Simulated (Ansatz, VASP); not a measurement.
## Ta3Al2N5 (TaN(111)/AlN(0001) capacitor, 4 bilayers of AlN): VASP beside Ansatz

One calculation is typed for both programs; each brings its own data sets. How far apart do they land? The structure shown is the start of the Ansatz relaxation below; VASP solves that cell, so the two are compared at the walk's first step.

Calculated with Ansatz 0.2.0; plane waves, with VASP 6.6.1 beside it; single point at PBE.

### Step 1. The starting structure

The cell holds 80 atoms: 24 Ta, 40 N and 16 Al. Cell: a = 6.260 Å, b = 6.260 Å, c = 25.240 Å, α = 90.0°, β = 90.0°, γ = 120.0°. It derives from TaN. Six (111) layers of rock-salt TaN and 4 wurtzite bilayers of AlN on one nitrogen lattice, 2 x 2 surface cells of 3.13 A, periodic; (so at first; earlier steps may have moved the atoms), displaced by a Gaussian of 0.015 A. Lattice constants are starting values near those of PBE. The structure's axis is c.

Structure file:

```
Ta N Al
1.0
     6.26000    0.00000    0.00000
    -3.13000    5.42132    0.00000
     0.00000    0.00000   25.24000
Ta N Al
24 40 16
Direct
  0.16749 0.33472 0.04973
  0.99928 0.00166 0.15115
  0.33482 0.16760 0.25090
  0.16846 0.33346 0.35163
  0.00586 0.00109 0.45386
  0.33252 0.16817 0.55352
  0.17310 0.83432 0.05036
  0.00216 0.49822 0.15105
  0.33657 0.66652 0.25206
  0.16843 0.83238 0.35157
  0.00021 0.50560 0.45252
  0.33370 0.66718 0.55361
  0.67004 0.33813 0.05011
  0.50303 0.00284 0.15055
  0.82882 0.16343 0.25226
  0.66349 0.33021 0.35171
  0.49943 0.99867 0.45281
  0.83390 0.16725 0.55318
  0.66865 0.83625 0.04994
  0.49673 0.49626 0.15177
  0.83547 0.66609 0.25142
  0.66415 0.83061 0.35194
  0.49702 0.49595 0.45203
  0.83699 0.66478 0.55337
  0.33442 0.16551 0.09969
  0.16478 0.33505 0.20122
  0.00001 0.99832 0.30282
  0.33369 0.16712 0.40182
  0.16626 0.33785 0.50236
  0.99281 0.99693 0.60430
  0.16699 0.33018 0.70316
  0.00150 0.99917 0.80262
  0.16231 0.33344 0.90097
  0.00204 0.00140 0.00018
  0.33199 0.66749 0.10006
  0.17305 0.83655 0.20141
  0.99880 0.49750 0.30216
  0.32878 0.66008 0.40217
  0.16416 0.83574 0.50307
  0.00043 0.50265 0.60411
  0.16836 0.83539 0.70324
  0.99955 0.50008 0.80170
  0.16536 0.82867 0.90069
  0.99977 0.50170 0.99988
  0.83137 0.16865 0.10094
  0.66339 0.33621 0.20102
  0.50086 0.00085 0.30241
  0.83028 0.16586 0.40201
  0.67015 0.33721 0.50409
  0.50453 0.00424 0.60345
  0.66656 0.33223 0.70338
  0.49801 0.00100 0.80100
  0.67093 0.33944 0.90159
  0.49907 0.99930 0.99924
  0.83179 0.66537 0.10044
  0.66066 0.83078 0.20147
  0.49977 0.49929 0.30242
  0.83526 0.67008 0.40349
  0.67120 0.83221 0.50344
  0.49709 0.49696 0.60428
  0.66636 0.83384 0.70297
  0.50761 0.50606 0.80195
  0.67358 0.83878 0.90195
  0.49850 0.49744 0.00071
  0.17295 0.33586 0.62662
  0.99676 0.99998 0.72575
  0.16735 0.33566 0.82535
  0.99838 0.00050 0.92307
  0.16525 0.83286 0.62622
  0.00130 0.49966 0.72677
  0.16653 0.83268 0.82609
  0.99781 0.50242 0.92475
  0.66805 0.33243 0.62668
  0.49544 0.99808 0.72576
  0.66480 0.32935 0.82479
  0.50397 0.00018 0.92519
  0.66663 0.82816 0.62737
  0.49644 0.49914 0.72524
  0.66544 0.83653 0.82477
  0.49768 0.49724 0.92354
```

### Step 2. Ansatz: relaxation, PBE

Ansatz runs on its default PAW (the set named soft_2) files.

The two programs are compared at the cell with which this relaxation starts, whose forces are those of its first step.

input.yaml reads:

```yaml
crystal:
  lattice:
    - [6.26, 0.0, 0.0]
    - [-3.13, 5.42132, 0.0]
    - [0.0, 0.0, 25.24]
  atoms:
    - { symbol: Ta, position: [0.16748, 0.33472, 0.04973] }
    - { symbol: "N", position: [0.33442, 0.16551, 0.09969] }
    - { symbol: Ta, position: [0.99928, 0.00166, 0.15115] }
    - { symbol: "N", position: [0.16477, 0.33505, 0.20122] }
    - { symbol: Ta, position: [0.33481, 0.16759, 0.2509] }
    - { symbol: "N", position: [0.0, 0.99832, 0.30282] }
    - { symbol: Ta, position: [0.16846, 0.33346, 0.35163] }
    - { symbol: "N", position: [0.33368, 0.16711, 0.40182] }
    - { symbol: Ta, position: [0.00587, 0.00109, 0.45386] }
    - { symbol: "N", position: [0.16626, 0.33786, 0.50236] }
    - { symbol: Ta, position: [0.33252, 0.16817, 0.55352] }
    - { symbol: "N", position: [0.99282, 0.99694, 0.6043] }
    - { symbol: Al, position: [0.17294, 0.33586, 0.62662] }
    - { symbol: "N", position: [0.16699, 0.33017, 0.70316] }
    - { symbol: Al, position: [0.99676, 0.99997, 0.72575] }
    - { symbol: "N", position: [0.0015, 0.99916, 0.80262] }
    - { symbol: Al, position: [0.16735, 0.33565, 0.82535] }
    - { symbol: "N", position: [0.16231, 0.33344, 0.90097] }
    - { symbol: Al, position: [0.99838, 0.0005, 0.92307] }
    - { symbol: "N", position: [0.00204, 0.00141, 0.00018] }
    - { symbol: Ta, position: [0.17309, 0.83431, 0.05036] }
    - { symbol: "N", position: [0.33199, 0.66749, 0.10006] }
    - { symbol: Ta, position: [0.00215, 0.49821, 0.15105] }
    - { symbol: "N", position: [0.17305, 0.83655, 0.20141] }
    - { symbol: Ta, position: [0.33656, 0.66652, 0.25206] }
    - { symbol: "N", position: [0.99879, 0.49749, 0.30216] }
    - { symbol: Ta, position: [0.16843, 0.83238, 0.35157] }
    - { symbol: "N", position: [0.32878, 0.66008, 0.40217] }
    - { symbol: Ta, position: [0.00022, 0.5056, 0.45252] }
    - { symbol: "N", position: [0.16417, 0.83574, 0.50307] }
    - { symbol: Ta, position: [0.33371, 0.66719, 0.55361] }
    - { symbol: "N", position: [0.00042, 0.50264, 0.60411] }
    - { symbol: Al, position: [0.16524, 0.83286, 0.62622] }
    - { symbol: "N", position: [0.16836, 0.83538, 0.70324] }
    - { symbol: Al, position: [0.0013, 0.49965, 0.72677] }
    - { symbol: "N", position: [0.99955, 0.50008, 0.8017] }
    - { symbol: Al, position: [0.16653, 0.83267, 0.82609] }
    - { symbol: "N", position: [0.16536, 0.82868, 0.90069] }
    - { symbol: Al, position: [0.99782, 0.50243, 0.92475] }
    - { symbol: "N", position: [0.99977, 0.5017, 0.99988] }
    - { symbol: Ta, position: [0.67004, 0.33813, 0.05011] }
    - { symbol: "N", position: [0.83137, 0.16865, 0.10094] }
    - { symbol: Ta, position: [0.50303, 0.00284, 0.15055] }
    - { symbol: "N", position: [0.6634, 0.33621, 0.20102] }
    - { symbol: Ta, position: [0.82882, 0.16343, 0.25226] }
    - { symbol: "N", position: [0.50085, 0.00084, 0.30241] }
    - { symbol: Ta, position: [0.66349, 0.33022, 0.35171] }
    - { symbol: "N", position: [0.83028, 0.16586, 0.40201] }
    - { symbol: Ta, position: [0.49943, 0.99867, 0.45281] }
    - { symbol: "N", position: [0.67016, 0.33721, 0.50409] }
    - { symbol: Ta, position: [0.8339, 0.16725, 0.55318] }
    - { symbol: "N", position: [0.50453, 0.00424, 0.60345] }
    - { symbol: Al, position: [0.66804, 0.33242, 0.62668] }
    - { symbol: "N", position: [0.66655, 0.33222, 0.70338] }
    - { symbol: Al, position: [0.49545, 0.99808, 0.72576] }
    - { symbol: "N", position: [0.498, 0.001, 0.801] }
    - { symbol: Al, position: [0.66481, 0.32935, 0.82479] }
    - { symbol: "N", position: [0.67093, 0.33943, 0.90159] }
    - { symbol: Al, position: [0.50397, 0.00019, 0.92519] }
    - { symbol: "N", position: [0.49907, 0.9993, 0.99924] }
    - { symbol: Ta, position: [0.66866, 0.83625, 0.04994] }
    - { symbol: "N", position: [0.8318, 0.66538, 0.10044] }
    - { symbol: Ta, position: [0.49672, 0.49626, 0.15177] }
    - { symbol: "N", position: [0.66066, 0.83077, 0.20147] }
    - { symbol: Ta, position: [0.83547, 0.66609, 0.25142] }
    - { symbol: "N", position: [0.49976, 0.49928, 0.30242] }
    - { symbol: Ta, position: [0.66415, 0.83061, 0.35194] }
    - { symbol: "N", position: [0.83526, 0.67007, 0.40349] }
    - { symbol: Ta, position: [0.49702, 0.49595, 0.45203] }
    - { symbol: "N", position: [0.6712, 0.83222, 0.50344] }
    - { symbol: Ta, position: [0.83699, 0.66478, 0.55337] }
    - { symbol: "N", position: [0.49709, 0.49697, 0.60428] }
    - { symbol: Al, position: [0.66663, 0.82815, 0.62737] }
    - { symbol: "N", position: [0.66636, 0.83384, 0.70297] }
    - { symbol: Al, position: [0.49644, 0.49914, 0.72524] }
    - { symbol: "N", position: [0.50761, 0.50605, 0.80195] }
    - { symbol: Al, position: [0.66544, 0.83653, 0.82477] }
    - { symbol: "N", position: [0.67357, 0.83878, 0.90195] }
    - { symbol: Al, position: [0.49767, 0.49724, 0.92354] }
    - { symbol: "N", position: [0.49849, 0.49744, 0.00071] }
kpoints:
  mp_grid: { grid: [4, 4, 1] }
hamiltonian:
  xc: pbe
scf:
  occupations: { method: fermi_dirac, width: 0.1 }
output:
  forces: true
relax:
  f_tol: 0.04
  max_steps: 150
  cell: { fix: [a, b, alpha, beta, gamma] }
```

Command:

```bash
$ ansatz run input.yaml --threads 5 --pin off --max-ram 76800MiB --backend cuda --events-out ev --progress --plain --runs-dir out
```

Numbers of over 12 decimals in the logs are rounded to 6 here.

The program printed:

```text
Engine: ansatz 0.2.0, x86_64-unknown-linux-gnu
Pseudopotentials: kind: paw
Pseudopotential: Ta, paw, valence charge 13, recommended cutoff 420 eV (normal), Ta.paw.azcp
Pseudopotential: N, paw, valence charge 5, recommended cutoff 420 eV (normal), N.paw.azcp
Pseudopotential: Al, paw, valence charge 3, recommended cutoff 420 eV (normal), Al.paw.azcp
Functional definition: PBE
  parameter kappa = 0.804
  parameter beta = 0.066725
  exchange = pbe_x(kappa = kappa, mu = beta*pi^2/3)
  correlation = pbe_c(beta = beta)
device memory: the entry about to start is reckoned to put 17.0 GiB on a device that reports 64.8 GiB free
GPU FFT provider: cuFFT
GPU libraries: cuBLAS 13.8.2, cuFFT 12.4.0, cuSOLVER 12.3.4
Crystal: 80 atoms, lattice volume = 856.582 Å³
Basis set: ecut = 420 eV, 16837 PW (Γ), exchange–correlation on 90×90×360 points (8 copies of the dense FFT grid, shifted against one another)
Bands: 360, of which v1, the nominal top of the filled ones, is band 280 counted from 1 (279 counted from 0)
Symmetry: 1 space group operations
Space group: P1 (ITA 1), of the structure as read, at distance tolerance 9.5e-5 Å
k-points: 10 of 16 (time reversal used)
Non-local potential: Ta, projectors of the file, l = 0: 3, l = 1: 2, l = 2: 2, l = 3: 1
Non-local potential: N, projectors of the file, l = 0: 2, l = 1: 2, l = 2: 1
Non-local potential: Al, projectors of the file, l = 0: 2, l = 1: 2, l = 2: 1
PAW form: soft (Blöchl's): semilocal exchange-correlation on the pseudo side does not see the compensation charge
PAW one-centre angular grid: Ta, 590 points (default); XC on 64 Gauss nodes
PAW one-centre angular grid: N, 110 points (default); XC on 64 Gauss nodes
PAW one-centre angular grid: Al, 110 points (default); XC on 64 Gauss nodes
Initial density: superposition of atomic densities (neutral atoms: chi_scale 0, normalization atom), corrected by the library's trained network
Initial wavefunctions: pseudopotential atomic-orbital guess
GPU buffer pool allocated for 364500 grid points (all kernels)
GPU transforms: local potential and band sums: pruned to the plane-wave sphere, on 45×45×180
Functional: x = pbe(κ = 0.804, μ = 0.219515), c = pbe(β = 0.066725)
SCF iter   1: F=—  HF=-262408.498126 eV  |F-HF|=—  |Δ(HF+E_count)|=         —  Δρ=7.12e-3  dr2=9.99e0  ethr=1.77e-3  ⟨swp⟩=6.1  Hψ=15043  notcnv=0  defer=28
preconditioner: auto → Kerker (q_TF=auto, 2.542 Å⁻¹)  [metal: Δε(μ)=0.009 eV  Ē_g=10.048 eV  σ=0.100 eV  W_gap=0.02  n_scr=266 (ndim 8)  ℏωp=24.3 eV  f_vac=0.000  D(μ)=24.47/eV (n_scr^D=162)]
SCF iter   2: F=—  HF=-262408.332452 eV  |F-HF|=—  |Δ(HF+E_count)|=   1.66e-1  Δρ=3.91e-3  dr2=4.95e0  ethr=1.77e-3  ⟨swp⟩=1.0  Hψ=4140  notcnv=0  defer=28
SCF iter   3: F=—  HF=-262408.199729 eV  |F-HF|=—  |Δ(HF+E_count)|=   1.33e-1  Δρ=1.21e-3  dr2=8.72e-1  ethr=8.85e-4  ⟨swp⟩=1.0  Hψ=3412  notcnv=0  defer=71
SCF iter   4: F=—  HF=-262408.175861 eV  |F-HF|=—  |Δ(HF+E_count)|=   2.39e-2  Δρ=8.41e-4  dr2=2.98e-1  ethr=1.56e-4  ⟨swp⟩=1.0  Hψ=3412  notcnv=0  defer=71
SCF iter   5: F=—  HF=-262408.153128 eV  |F-HF|=—  |Δ(HF+E_count)|=   2.27e-2  Δρ=6.71e-4  dr2=1.71e-1  ethr=5.32e-5  ⟨swp⟩=1.2  Hψ=4068  notcnv=0  defer=140
SCF iter   6: F=—  HF=-262408.136897 eV  |F-HF|=—  |Δ(HF+E_count)|=   1.62e-2  Δρ=5.60e-4  dr2=5.65e-2  ethr=3.05e-5  ⟨swp⟩=1.9  Hψ=3690  notcnv=0  defer=148
SCF iter   7: F=—  HF=-262408.130972 eV  |F-HF|=—  |Δ(HF+E_count)|=   5.92e-3  Δρ=3.18e-4  dr2=1.69e-2  ethr=1.01e-5  ⟨swp⟩=2.1  Hψ=4406  notcnv=0  defer=137
SCF iter   8: F=—  HF=-262408.126117 eV  |F-HF|=—  |Δ(HF+E_count)|=   4.86e-3  Δρ=2.18e-4  dr2=6.98e-3  ethr=3.01e-6  ⟨swp⟩=2.0  Hψ=4500  notcnv=0  defer=141
SCF iter   9: F=—  HF=-262408.126506 eV  |F-HF|=—  |Δ(HF+E_count)|=   3.89e-4  Δρ=1.57e-4  dr2=2.61e-3  ethr=1.25e-6  ⟨swp⟩=2.0  Hψ=3899  notcnv=0  defer=141
SCF iter  10: F=—  HF=-262408.124916 eV  |F-HF|=—  |Δ(HF+E_count)|=   1.59e-3  Δρ=7.89e-5  dr2=9.59e-4  ethr=4.66e-7  ⟨swp⟩=2.0  Hψ=3964  notcnv=0  defer=141
SCF iter  11: F=—  HF=-262408.124641 eV  |F-HF|=—  |Δ(HF+E_count)|=   2.75e-4  Δρ=4.47e-5  dr2=2.94e-4  ethr=1.71e-7  ⟨swp⟩=2.0  Hψ=3757  notcnv=0  defer=141
SCF iter  12: F=—  HF=-262408.124495 eV  |F-HF|=—  |Δ(HF+E_count)|=   1.46e-4  Δρ=3.43e-5  dr2=7.70e-5  ethr=5.25e-8  ⟨swp⟩=2.0  Hψ=3837  notcnv=0  defer=141
SCF iter  13: F=—  HF=-262408.126995 eV  |F-HF|=—  |Δ(HF+E_count)|=   2.50e-3  Δρ=1.72e-5  dr2=1.09e-5  ethr=1.37e-8  ⟨swp⟩=2.0  Hψ=5176  notcnv=0  defer=142
SCF iter  14: F=—  HF=-262408.126994 eV  |F-HF|=—  |Δ(HF+E_count)|=   1.49e-6  Δρ=7.41e-6  dr2=9.82e-7  ethr=1.94e-9  ⟨swp⟩=2.0  Hψ=4931  notcnv=0  defer=142
SCF iter  15: F=—  HF=-262408.126993 eV  |F-HF|=—  |Δ(HF+E_count)|=   1.21e-7  Δρ=2.85e-6  dr2=4.17e-7  ethr=1.75e-10  ⟨swp⟩=2.0  Hψ=5103  notcnv=0  defer=142
[...]
--- Relaxed structure (20 steps of the walk, 14 accepted, 2 SCFs on fresh bases) ---
  F+E_penalty+E_count = -262415.84878219 eV   max|allowed force component| = 1.587e-2 eV/Å   (the final SCF, on the basis selected at the relaxed cell)
  cell:  # Å, volume = 871.1399 Å³
    - [6.26, 0, 0]
    - [-3.13, 5.42132, 0]
    - [0, 0, 25.668974]
  atoms:
    - { symbol: Ta, position: [0.143520, 0.341351, 0.049016] }
    - { symbol: N, position: [0.306651, 0.165249, 0.094454] }
    - { symbol: Ta, position: [1.010100, 0.012060, 0.151516] }
    - { symbol: N, position: [0.153529, 0.361964, 0.198727] }
    - { symbol: Ta, position: [0.306352, 0.165856, 0.242654] }
    - { symbol: N, position: [0.00834785, 1.006097, 0.302018] }
    - { symbol: Ta, position: [0.155935, 0.353844, 0.346114] }
    - { symbol: N, position: [0.335461, 0.175672, 0.390982] }
    - { symbol: Ta, position: [0.024124, -0.019168, 0.445590] }
    - { symbol: N, position: [0.173463, 0.336823, 0.488077] }
    - { symbol: Ta, position: [0.328725, 0.176834, 0.544080] }
    - { symbol: N, position: [1.010720, 0.991424, 0.611158] }
    - { symbol: Al, position: [0.173231, 0.328238, 0.635914] }
    - { symbol: N, position: [0.169375, 0.329183, 0.709362] }
    - { symbol: Al, position: [1.002324, 0.995845, 0.734388] }
    - { symbol: N, position: [-0.00147848, 0.997433, 0.807907] }
    - { symbol: Al, position: [0.165349, 0.330829, 0.833148] }
    - { symbol: N, position: [0.161423, 0.332637, 0.906610] }
    - { symbol: Al, position: [0.995147, -0.000602594, 0.931328] }
    - { symbol: N, position: [-0.012700, 0.000613296, 0.00424478] }
    - { symbol: Ta, position: [0.153291, 0.827556, 0.050526] }
    - { symbol: N, position: [0.342414, 0.678591, 0.098446] }
    - { symbol: Ta, position: [-0.011006, 0.499950, 0.140319] }
    - { symbol: N, position: [0.169234, 0.820429, 0.195807] }
    - { symbol: Ta, position: [0.358571, 0.691111, 0.249522] }
    - { symbol: N, position: [0.997642, 0.510324, 0.289703] }
    - { symbol: Ta, position: [0.181131, 0.821477, 0.345919] }
    - { symbol: N, position: [0.352638, 0.663565, 0.401900] }
    - { symbol: Ta, position: [-0.00201037, 0.509569, 0.444467] }
    - { symbol: N, position: [0.180080, 0.816528, 0.503906] }
    - { symbol: Ta, position: [0.363091, 0.643043, 0.542486] }
    - { symbol: N, position: [0.00572895, 0.495436, 0.609610] }
    - { symbol: Al, position: [0.175240, 0.825601, 0.637180] }
    - { symbol: N, position: [0.170062, 0.828352, 0.710298] }
    - { symbol: Al, position: [0.00277182, 0.495386, 0.734967] }
    - { symbol: N, position: [0.998765, 0.497077, 0.808308] }
    - { symbol: Al, position: [0.165130, 0.831088, 0.832935] }
    - { symbol: N, position: [0.161611, 0.832796, 0.906289] }
    - { symbol: Al, position: [0.993348, 0.499648, 0.930747] }
    - { symbol: N, position: [0.987572, 0.504762, 1.003596] }
    - { symbol: Ta, position: [0.659219, 0.333121, 0.052191] }
    - { symbol: N, position: [0.823642, 0.145591, 0.098487] }
    - { symbol: Ta, position: [0.495462, 0.025283, 0.143951] }
    - { symbol: N, position: [0.669770, 0.343718, 0.198961] }
    - { symbol: Ta, position: [0.825095, 0.152923, 0.247364] }
    - { symbol: N, position: [0.493825, 0.032523, 0.294588] }
    - { symbol: Ta, position: [0.695887, 0.341395, 0.346524] }
    - { symbol: N, position: [0.840340, 0.154841, 0.401143] }
    - { symbol: Ta, position: [0.492169, 1.011678, 0.447854] }
[...]
- { symbol: Ta, position: [0.863549, 0.144100, 0.542383] }
[...]
- { symbol: Al, position: [0.675471, 0.325776, 0.637174] }
[...]
- { symbol: Al, position: [0.502867, 0.995511, 0.734937] }
[...]
- { symbol: Al, position: [0.664482, 0.330785, 0.833039] }
[...]
- { symbol: Al, position: [0.493872, -0.000337967, 0.931374] }
[...]
- { symbol: Ta, position: [0.656867, 0.835829, 0.044572] }
[...]
- { symbol: Ta, position: [0.473074, 0.477560, 0.146824] }
[...]
- { symbol: Ta, position: [0.837275, 0.698052, 0.245646] }
    - { symbol: N, position: [0.502634, 0.496059, 0.297808] }
    - { symbol: Ta, position: [0.650423, 0.847977, 0.344060] }
    - { symbol: N, position: [0.833610, 0.684150, 0.390129] }
    - { symbol: Ta, position: [0.531289, 0.484940, 0.445267] }
    - { symbol: N, position: [0.672359, 0.835181, 0.488825] }
    - { symbol: Ta, position: [0.826427, 0.677369, 0.544376] }
    - { symbol: N, position: [0.510294, 0.491065, 0.611219] }
    - { symbol: Al, position: [0.672918, 0.828767, 0.635703] }
    - { symbol: N, position: [0.669285, 0.829392, 0.709201] }
    - { symbol: Al, position: [0.502550, 0.496019, 0.734343] }
    - { symbol: N, position: [0.498632, 0.497478, 0.807830] }
    - { symbol: Al, position: [0.664930, 0.830383, 0.833271] }
    - { symbol: N, position: [0.661149, 0.831689, 0.906717] }
    - { symbol: Al, position: [0.493780, 0.498129, 0.932121] }
    - { symbol: N, position: [0.487478, 0.502798, 0.00530427] }
```

Reading the cycles: dr2 is the Hartree energy of the density residual (eV), the measure of convergence; HF is the Harris–Foulkes estimate of the energy, which meets the free energy F at convergence.

(Continued in part 2 of 2.)

[Lines on the potential files, build, host, timing and source positions are cut from VASP's logs without a mark.]

[Logs are printed without paths, hosts, clocks, repeated set-up lines and the standing remarks that a program may print on its own settings, such as how far it seeks lower states.]

[Hosts, paths, dates, database ids (printed as entryN), source tags and the programs' standing remarks are cut or masked in the printed files.]
